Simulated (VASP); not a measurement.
# C (Fd-3m) in VASP: further runs

The runs below take C through single point, with LDA.

Everything below comes from runs of VASP 6.6.1. Logs are shortened: lines on timing, memory, paths and dates and some standing lists are left out, and cuts for length are marked.

**1. The undisturbed crystal**

It takes space group Fd-3m (No. 227, cubic). Conventional cell: a = 3.567 Å, b = 3.567 Å, c = 3.567 Å, α = 90.00°, β = 90.00°, γ = 90.00°. C (site symmetry -43m) has 4 C at 1.54 Å as nearest neighbours.

This isn't the form of C at room conditions, which is graphite.

**2. Single point, LDA (grid = ENCUT=340 dk=0.45 cell=3x3x2 ISMEAR=0 SIGMA=0.05 LREAL=Auto EDIFF=1e-06)**

Input file INCAR:

```
SYSTEM = C
PREC = Accurate
ENCUT = 340
EDIFF = 1E-6
ISMEAR = 0
SIGMA = 0.05
LREAL = Auto
LASPH = .TRUE.
NELM = 120
ALGO = Fast
ISIF = 2
LWAVE = .FALSE.
LCHARG = .FALSE.
GGA = CA
NBANDS = 83
NCORE = 1
KPAR = 2
```

Input file KPOINTS:

```
regular mesh
0
G
  3 3 4
  0 0 0
```

Input file POSCAR:

```
C
1.0
    0.0000000000      5.3501100000      5.3501100000
    5.3501100000      0.0000000000      5.3501100000
    3.5667400000      3.5667400000      0.0000000000
C
36
Direct
    0.2500000000      0.2500000000      0.3750000000
    0.2500000000      0.2500000000      0.8750000000
    0.2500000000      0.5833333333      0.3750000000
    0.2500000000      0.5833333333      0.8750000000
    0.2500000000      0.9166666667      0.3750000000
    0.2500000000      0.9166666667      0.8750000000
    0.5833333333      0.2500000000      0.3750000000
    0.5833333333      0.2500000000      0.8750000000
    0.5833333333      0.5833333333      0.3750000000
    0.5833333333      0.5833333333      0.8750000000
    0.5833333333      0.9166666667      0.3750000000
    0.5833333333      0.9166666667      0.8750000000
    0.9166666667      0.2500000000      0.3750000000
    0.9166666667      0.2500000000      0.8750000000
    0.9166666667      0.5833333333      0.3750000000
    0.9166666667      0.5833333333      0.8750000000
    0.9166666667      0.9166666667      0.3750000000
    0.9166666667      0.9166666667      0.8750000000
    0.1666666667      0.1666666667      0.2500000000
    0.1666666667      0.1666666667      0.7500000000
    0.1666666667      0.5000000000      0.2500000000
    0.1666666667      0.5000000000      0.7500000000
    0.1666666667      0.8333333333      0.2500000000
    0.1666666667      0.8333333333      0.7500000000
    0.5000000000      0.1666666667      0.2500000000
    0.5000000000      0.1666666667      0.7500000000
    0.5000000000      0.5000000000      0.2500000000
    0.5000000000      0.5000000000      0.7500000000
    0.5000000000      0.8333333333      0.2500000000
    0.5000000000      0.8333333333      0.7500000000
    0.8333333333      0.1666666667      0.2500000000
    0.8333333333      0.1666666667      0.7500000000
    0.8333333333      0.5000000000      0.2500000000
    0.8333333333      0.5000000000      0.7500000000
    0.8333333333      0.8333333333      0.2500000000
    0.8333333333      0.8333333333      0.7500000000
```

Potentials or basis: VASP PAW LDA potentials, release 64 (C).

Launch:

```sh
$ cat potpaw_LDA.64/C/POTCAR > POTCAR
$ mpirun -np 4 vasp_std > vasp.out
```

OUTCAR:

```text
SYSTEM = C
   PREC = Accurate
   ENCUT = 340
   EDIFF = 1E-6
   ISMEAR = 0
   LREAL = Auto
   LASPH = .TRUE.
   NELM = 120
   ISIF = 2
   GGA = CA

 Found     14 irreducible k-points:

 Following reciprocal coordinates:
            Coordinates               Weight
  0.000000  0.000000  0.000000      1.000000
  0.333333  0.000000  0.000000      4.000000
  0.333333  0.333333  0.000000      2.000000
 -0.333333  0.333333  0.000000      2.000000
  0.000000  0.000000  0.250000      2.000000
  0.333333  0.000000  0.250000      4.000000
   k-points           NKPTS =     14   k-points in BZ     NKDIM =     14   number of bands    NBANDS=     84
   number of dos      NEDOS =    301   number of ions     NIONS =     36
   total plane-waves  NPLWV =  69120
   dimension x,y,z NGX =    48 NGY =   48 NGZ =   30
   dimension x,y,z NGXF=    96 NGYF=   96 NGZF=   60
   ions per type =              36
   NGX,Y,Z   is equivalent  to a cutoff of  10.55, 10.55,  9.89 a.u.
   NGXF,Y,Z  is equivalent  to a cutoff of  21.09, 21.09, 19.77 a.u.
 SYSTEM =  C
   PREC   = accura    normal or accurate (medium, high low for compatibility)
   ISTART =      0    job   : 0-new  1-cont  2-samecut
   ICHARG =      2    charge: 1-file 2-atom 10-const
   ISPIN  =      1    spin polarized calculation?
   LNONCOLLINEAR =      F non collinear calculations
   LSORBIT =      F    spin-orbit coupling
   LASPH  =      T    aspherical Exc in radial PAW
   ENCUT  =  340.0 eV  24.99 Ry    5.00 a.u.  11.38 11.38  7.58*2*pi/ulx,y,z
   NELM   =    120;   NELMIN=  2; NELMDL= -5     # of ELM steps
   EDIFF  = 0.1E-05   stopping-criterion for ELM
   LREAL  =      T    real-space projection
   EDIFFG = 0.1E-04   stopping-criterion for IOM
   NSW    =      0    number of steps for IOM
   IBRION =     -1    ionic relax: 0-MD 1-quasi-New 2-CG
   NFREE  =      0    steps in history (QN), initial steepest desc. (CG)
   ISIF   =      2    stress and relaxation
   ISYM   =      2    0-nonsym 1-usesym 2-fastsym
   POTIM  = 0.5000    time-step for ionic-motion
   TEBEG  =    0.0;   TEEND  =   0.0 temperature during run
   PSTRESS=    0.0 pullay stress
   NELECT =     144.0000    total number of electrons
   NUPDOWN=      -1.0000    fix difference up-down
   EMIN   =  10.00;   EMAX   =-10.00  energy-range for DOS
   EFERMI =   0.00;   METHOD = LEGACY
   ISMEAR =     0;   SIGMA  =   0.05  broadening in eV -4-tet -1-fermi 0-gaus
   EFERMI_NEDOS =   21; number of points for ismear=-14 and -15
   IALGO  =     68    algorithm
   IMIX   =      4    mixing-type and parameters
     AMIX     =   0.40;   BMIX     =  1.00
     AMIX_MAG =   1.60;   BMIX_MAG =  1.00
  volume/ion in A,a.u.               =       5.67        38.28
  Fermi-wavevector in a.u.,A,eV,Ry     =   1.457203  2.753714 28.891161  2.123440
  Thomas-Fermi vector in A             =   2.574032
   LORBIT       =      0    0 simple, 1 ext, 2 COOP (PROOUT), +10 PAW based schemes
   GGA     = CA    functional components
   LHFCALC =     F    Hartree Fock is set to
   AEXX    =    0.0000 exact exchange contribution
   IVDW    =     0    specifies the selected vdW correction
   LEPSILON=     F    determine dielectric tensor
   LRPA    =     F    only Hartree local field effects (RPA)
 non-spin polarized calculation
 RMM-DIIS sequential band-by-band and
 Gauss-broadening in eV      SIGMA  =   0.05
  energy-cutoff  :      340.00
  volume of cell :      204.19
 maximum number of plane-waves:      2933
 NGX is ok and might be reduce to    48
   NGX = 23   NGY = 23   NGZ = 15

 number of electron     143.9999962 magnetization

 Free energy of the ion-electron system (eV)
  ---------------------------------------------------
  ext. energy  EPLUGINS =         0.00000000
  ---------------------------------------------------
  free energy    TOTEN  =      -365.29467545 eV

  energy without entropy =     -365.29467545  energy(sigma->0) =     -365.29467545

 E-fermi :  10.0061     XC(G=0): -13.5014

 val. band max:        9.7224966652   @ k =   0.0000   0.0000   0.0000
 cond. band min:      13.8719272507   @ k =   0.0000   0.0000   0.0000
 fundamental gap:      4.1494305855
 Fermi energy:        10.0061140095

 k-point     1 :       0.0000    0.0000    0.0000
  band No.  band energies     occupation
      1     -11.6085      2.00000
      2      -8.5907      2.00000
      3      -8.5907      2.00000
      4      -8.5907      2.00000
      5      -8.5907      2.00000
      6      -7.5893      2.00000
[... 76 lines left out ...]
     83      16.0241      0.00000
     84      17.9508      0.00000

 k-point     2 :       0.3333    0.0000    0.0000
  band No.  band energies     occupation
      1     -11.2673      2.00000
      2     -10.2511      2.00000
      3      -8.9160      2.00000
      4      -8.5794      2.00000
      5      -7.6224      2.00000
      6      -6.8950      2.00000
[... 76 lines left out ...]
     83      16.6272      0.00000
     84      17.1875      0.00000

 k-point     3 :       0.3333    0.3333    0.0000
  band No.  band energies     occupation
      1     -11.1537      2.00000
      2      -9.8008      2.00000
      3      -9.4692      2.00000
      4      -9.4692      2.00000
      5      -7.1118      2.00000
      6      -6.9007      2.00000
[... 76 lines left out ...]
     83      16.9726      0.00000
     84      17.2289      0.00000

 k-point     4 :      -0.3333    0.3333    0.0000
  band No.  band energies     occupation
      1     -10.7011      2.00000
      2     -10.3628      2.00000
      3     -10.3628      2.00000
      4      -8.0433      2.00000
      5      -6.7572      2.00000
      6      -6.7572      2.00000
[... 76 lines left out ...]
     83      16.1072      0.00000
     84      16.2337      0.00000

 k-point     5 :       0.0000    0.0000    0.2500
  band No.  band energies     occupation
      1     -11.1768      2.00000
      2      -8.9101      2.00000
      3      -8.9101      2.00000
      4      -8.6578      2.00000
      5      -8.3009      2.00000
      6      -7.8225      2.00000
[... 76 lines left out ...]
     83      16.4061      0.00000
     84      16.5203      0.00000

 k-point     6 :       0.3333    0.0000    0.2500
  band No.  band energies     occupation
      1     -11.0916      2.00000
      2      -9.4916      2.00000
      3      -9.3251      2.00000
      4      -8.5400      2.00000
      5      -7.9607      2.00000
      6      -7.2715      2.00000
[... 76 lines left out ...]
     83      17.3201      0.00000
     84      17.4263      0.00000

 [... further k-points ...]

------------------------ aborting loop because EDIFF is reached ----------------------------------------

  FORCE on cell =-STRESS in cart. coord.  units (eV):
  Direction    XX          YY          ZZ          XY          YZ          ZX
  --------------------------------------------------------------------------------------
  -------------------------------------------------------------------------------------
  Total      -30.4363110    -30.4363110    -30.4968156      0.0305893     -0.0010244     -0.0010244
  in kB     -238.8227669   -238.8227669   -239.2975240      0.2400235     -0.0080383     -0.0080383
  external PRESSURE =    -238.9810192 kB  Pullay stress =       0.0000000 kB

 VOLUME and BASIS-vectors are now :
 -----------------------------------------------------------------------------
  energy-cutoff  :      340.00
  volume of cell :      204.19
      direct lattice vectors                 reciprocal lattice vectors
     0.000000000  5.350110000  5.350110000    -0.093456022  0.093456022  0.093456022
     5.350110000  0.000000000  5.350110000     0.093456022 -0.093456022  0.093456022
     3.566740000  3.566740000  0.000000000     0.140184034  0.140184034 -0.140184034

 POSITION                                       TOTAL-FORCE (eV/Angst)
 -----------------------------------------------------------------------------------
      2.67505      2.67505      2.67505        -0.000459     -0.000459      0.000074
      4.45843      4.45843      2.67505        -0.000459     -0.000459      0.000074
      4.45842      2.67505      4.45842        -0.000459     -0.000459      0.000074
      6.24179      4.45843      4.45842        -0.000459     -0.000459      0.000074
      6.24180      2.67505      6.24180        -0.000459     -0.000459      0.000074
      8.02517      4.45843      6.24180        -0.000459     -0.000459      0.000074
[... 28 lines left out ...]
      5.35011      5.35011      8.91685         0.000459      0.000459     -0.000074
      7.13348      7.13348      8.91685         0.000459      0.000459     -0.000074
 -----------------------------------------------------------------------------------
    total drift:                                0.000209      0.000209     -0.000047

  FREE ENERGIE OF THE ION-ELECTRON SYSTEM (eV)
  ---------------------------------------------------
  free  energy   TOTEN  =      -365.2946754489 eV

  energy  without entropy=     -365.2946754489  energy(sigma->0) =     -365.29467545
```

Wall time 40 s (4 MPI ranks of Intel Xeon 6975P-C (Granite Rapids), shared host); peak memory 0.19 GiB.

The run converged, but a check on its numbers failed (symmetry, net force, bounds or a known fault of this set-up), so they aren't taken as properties of the crystal.

Caveat: the cutoff lies under the usual one of these potentials, so the numbers hold a large basis-set error; an odd mesh through Γ misses points on the zone boundary, where band edges often lie.

**3. Single point, LDA (grid = ENCUT=400 dk=0.45 cell=3x3x2 ISMEAR=0 SIGMA=0.05 LREAL=False EDIFF=1e-06)**

Edit INCAR of step 2 so:

```diff
@@ -2,3 +2,3 @@
 PREC = Accurate
-ENCUT = 340
+ENCUT = 400
 EDIFF = 1E-6
@@ -6,3 +6,3 @@
 SIGMA = 0.05
-LREAL = Auto
+LREAL = .FALSE.
 LASPH = .TRUE.
```

KPOINTS is that of step 2.

POSCAR is that of step 2.

Potentials or basis: VASP PAW LDA potentials, release 64 (C).

Launch:

```sh
$ cat potpaw_LDA.64/C/POTCAR > POTCAR
$ mpirun -np 4 vasp_std > vasp.out
```

OUTCAR:

```text
SYSTEM = C
   PREC = Accurate
   ENCUT = 400
   EDIFF = 1E-6
   ISMEAR = 0
   LREAL = .FALSE.
   LASPH = .TRUE.
   NELM = 120
   ISIF = 2
   GGA = CA

 Found     14 irreducible k-points:

 Following reciprocal coordinates:
            Coordinates               Weight
  0.000000  0.000000  0.000000      1.000000
  0.333333  0.000000  0.000000      4.000000
  0.333333  0.333333  0.000000      2.000000
 -0.333333  0.333333  0.000000      2.000000
  0.000000  0.000000  0.250000      2.000000
  0.333333  0.000000  0.250000      4.000000
   k-points           NKPTS =     14   k-points in BZ     NKDIM =     14   number of bands    NBANDS=     84
   number of dos      NEDOS =    301   number of ions     NIONS =     36
   total plane-waves  NPLWV =  90000
   dimension x,y,z NGX =    50 NGY =   50 NGZ =   36
   dimension x,y,z NGXF=   100 NGYF=  100 NGZF=   72
   ions per type =              36
   NGX,Y,Z   is equivalent  to a cutoff of  10.99, 10.99, 11.86 a.u.
   NGXF,Y,Z  is equivalent  to a cutoff of  21.97, 21.97, 23.73 a.u.
 SYSTEM =  C
   PREC   = accura    normal or accurate (medium, high low for compatibility)
   ISTART =      0    job   : 0-new  1-cont  2-samecut
[... 67 lines left out ...]
      1     -11.5980      2.00000
      2      -8.5804      2.00000
      3      -8.5804      2.00000
      4      -8.5804      2.00000
      5      -8.5804      2.00000
      6      -7.5797      2.00000
[... 511 lines left out ...]
     83      17.2630      0.00000
     84      17.3197      0.00000

 [... further k-points ...]

------------------------ aborting loop because EDIFF is reached ----------------------------------------

  FORCE on cell =-STRESS in cart. coord.  units (eV):
  Direction    XX          YY          ZZ          XY          YZ          ZX
  --------------------------------------------------------------------------------------
  -------------------------------------------------------------------------------------
  Total      -19.7333403    -19.7333403    -19.7553959      0.0328939     -0.0041058     -0.0041058
  in kB     -154.8404113   -154.8404113   -155.0134739      0.2581064     -0.0322169     -0.0322170
  external PRESSURE =    -154.8980989 kB  Pullay stress =       0.0000000 kB

 VOLUME and BASIS-vectors are now :
 -----------------------------------------------------------------------------
  energy-cutoff  :      400.00
  volume of cell :      204.19
      direct lattice vectors                 reciprocal lattice vectors
     0.000000000  5.350110000  5.350110000    -0.093456022  0.093456022  0.093456022
     5.350110000  0.000000000  5.350110000     0.093456022 -0.093456022  0.093456022
     3.566740000  3.566740000  0.000000000     0.140184034  0.140184034 -0.140184034

 POSITION                                       TOTAL-FORCE (eV/Angst)
 -----------------------------------------------------------------------------------
      2.67505      2.67505      2.67505        -0.000205     -0.000205      0.000023
      4.45843      4.45843      2.67505        -0.000205     -0.000205      0.000023
      4.45842      2.67505      4.45842        -0.000205     -0.000205      0.000023
      6.24179      4.45843      4.45842        -0.000205     -0.000205      0.000023
      6.24180      2.67505      6.24180        -0.000205     -0.000205      0.000023
      8.02517      4.45843      6.24180        -0.000205     -0.000205      0.000023
[... 28 lines left out ...]
      5.35011      5.35011      8.91685         0.000205      0.000205     -0.000023
      7.13348      7.13348      8.91685         0.000205      0.000205     -0.000023
 -----------------------------------------------------------------------------------
    total drift:                                0.000002      0.000002      0.000003

  FREE ENERGIE OF THE ION-ELECTRON SYSTEM (eV)
  ---------------------------------------------------
  free  energy   TOTEN  =      -364.4457345559 eV

  energy  without entropy=     -364.4457345559  energy(sigma->0) =     -364.44573456
```

OSZICAR:

```text
N       E                     dE             d eps       ncg     rms          rms(c)
DAV:   1     0.399033134038E+03    0.39903E+03   -0.66541E+04  2352   0.136E+03
DAV:   2    -0.346077400713E+03   -0.74511E+03   -0.72085E+03  2936   0.283E+02
DAV:   3    -0.377915844523E+03   -0.31838E+02   -0.31637E+02  2696   0.624E+01
DAV:   4    -0.378690933843E+03   -0.77509E+00   -0.77292E+00  2792   0.975E+00
DAV:   5    -0.378708930391E+03   -0.17997E-01   -0.17977E-01  2688   0.150E+00    0.244E+01
RMM:   6    -0.368110098900E+03    0.10599E+02   -0.74473E+00  2408   0.895E+00    0.143E+01
RMM:   7    -0.364395905428E+03    0.37142E+01   -0.12557E+01  2532   0.119E+01    0.289E+00
RMM:   8    -0.364443400016E+03   -0.47495E-01   -0.81517E-01  2567   0.362E+00    0.841E-01
RMM:   9    -0.364442735036E+03    0.66498E-03   -0.23921E-01  2671   0.162E+00    0.277E-01
RMM:  10    -0.364444843097E+03   -0.21081E-02   -0.39270E-02  2663   0.706E-01    0.140E-01
RMM:  11    -0.364445513200E+03   -0.67010E-03   -0.14260E-02  2780   0.350E-01    0.285E-02
RMM:  12    -0.364445668157E+03   -0.15496E-03   -0.17866E-03  2744   0.147E-01    0.125E-02
RMM:  13    -0.364445722709E+03   -0.54553E-04   -0.52464E-04  2686   0.667E-02    0.101E-02
RMM:  14    -0.364445732090E+03   -0.93806E-05   -0.99468E-05  2690   0.303E-02    0.417E-03
RMM:  15    -0.364445734167E+03   -0.20766E-05   -0.23286E-05  2321   0.134E-02    0.237E-03
RMM:  16    -0.364445734556E+03   -0.38924E-06   -0.48460E-06  1929   0.635E-03
   1 F= -.36444573E+03 E0= -.36444573E+03  d E =-.647877E-17
```

stdout:

```text
POSCAR found type information on POSCAR C
 POSCAR found :  1 types and      36 ions
 scaLAPACK will be used
 -----------------------------------------------------------------------------
|                                                                             |
|                                                                             |
|     You have a (more or less) 'large supercell' and for larger cells it     |
[... 23 lines left out ...]
|                                                                             |
 -----------------------------------------------------------------------------

 POSCAR, INCAR and KPOINTS ok, starting setup
 FFT: planning ... GRIDC
 FFT: planning ... GRID_SOFT
 FFT: planning ... GRID
 WAVECAR not read
 entering main loop
```

Wall time 36 s (4 MPI ranks of Intel Xeon 6975P-C (Granite Rapids), shared host); peak memory 0.21 GiB.

These settings aren't checked as converged: the numbers below hold their error.

What came out:

```yaml
Free_energy: -364.4457 eV
Band_gap_on_the_k_mesh: 4.11 eV
```

Caveat: the cutoff is under 1.25 times the usual one of these potentials, so pressure, stress and relaxed cells hold a basis-set (Pulay) error; an odd mesh through Γ misses points on the zone boundary, where band edges often lie.

**4. Single point, LDA (grid = ENCUT=400 dk=0.45 cell=3x3x2 ISMEAR=0 SIGMA=0.02 LREAL=Auto EDIFF=1e-06)**

Edit INCAR of step 3 so:

```diff
@@ -5,4 +5,4 @@
 ISMEAR = 0
-SIGMA = 0.05
-LREAL = .FALSE.
+SIGMA = 0.02
+LREAL = Auto
 LASPH = .TRUE.
```

KPOINTS is that of step 3.

POSCAR is that of step 3.

Launch:

```sh
$ cat potpaw_LDA.64/C/POTCAR > POTCAR
$ mpirun -np 4 vasp_std > vasp.out
```

It took 61 s on 4 MPI ranks of Intel Xeon 6975P-C (Granite Rapids), shared host; peak memory 0.21 GiB.

The run converged, but some of its settings lie outside the range that counts as converged, so its numbers aren't taken as properties of the crystal.

What came out:

```yaml
Free_energy: -364.4489 eV
Band_gap_on_the_k_mesh: 4.11 eV
```

Caveat: the cutoff is under 1.25 times the usual one of these potentials, so pressure, stress and relaxed cells hold a basis-set (Pulay) error; an odd mesh through Γ misses points on the zone boundary, where band edges often lie.

**5. The reference run**

An earlier run on the cell as given: functional PBE; potentials or basis VASP PAW PBE potentials, release 64 (C); cutoff 520 eV; k mesh 13 × 13 × 13; occupations fermi-dirac, width 0.05 eV; no spin polarisation.

- Pressure: 2.5 GPa
- Band gap on the k mesh: 4.14 eV, indirect (least direct gap 5.59 eV)
